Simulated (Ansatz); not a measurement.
Computed with DFT PBE, scalar-relativistic, plane waves, PAW (Ansatz 0.2.0). Settings: cutoff 420 eV, Γ-centred meshes spaced at most about 0.3 Å⁻¹, and about 0.25 Å⁻¹ or finer for metals (2π included), Gaussian smearing. No spin polarisation.

Temperature and zero-point effects are left out.

Two relaxed structures of Mg3O2:

A.

Space group I4/mmm (No. 139). a = 3.017 Å, b = 3.017 Å, c = 13.308 Å, α = 90.00°, β = 90.00°, γ = 90.00°
```
atom  site  symmetry       x       y       z
  Mg    4e       4mm  0.5000  0.5000  0.1694
  Mg    2a     4/mmm  0.0000  0.0000  0.0000
   O    4e       4mm  0.5000  0.5000  0.3300
```

B.

Space group R-3m:H (No. 166). a = 3.058 Å, b = 3.058 Å, c = 22.389 Å, α = 90.00°, β = 90.00°, γ = 120.00°
```csv
atom,site,symmetry,x,y,z
Mg,6c,3m,0.3333,0.6667,0.8898
Mg,3a,-3m,0.0000,0.0000,0.0000
O,6c,3m,0.6667,0.3333,0.9457
```

Task: Which would you expect to be lower, and how large is the difference?

Result: B is lower, by 50 meV/atom. A has space group I4/mmm (No. 139), 12.1 Å³/atom and no gap on its mesh; B has the anti-tetradymite type, space group R-3m (No. 166), 12.1 Å³/atom and no gap. Counting O atoms around Mg (those within 1.25 times the shortest such distance or 1.15 times the sum of covalent radii; a slash parts the counts of unlike sites), A has Mg 2/5 and B has Mg 3/6. Both come from invented guesses.

Cells relaxed within their symmetry can be saddle points.
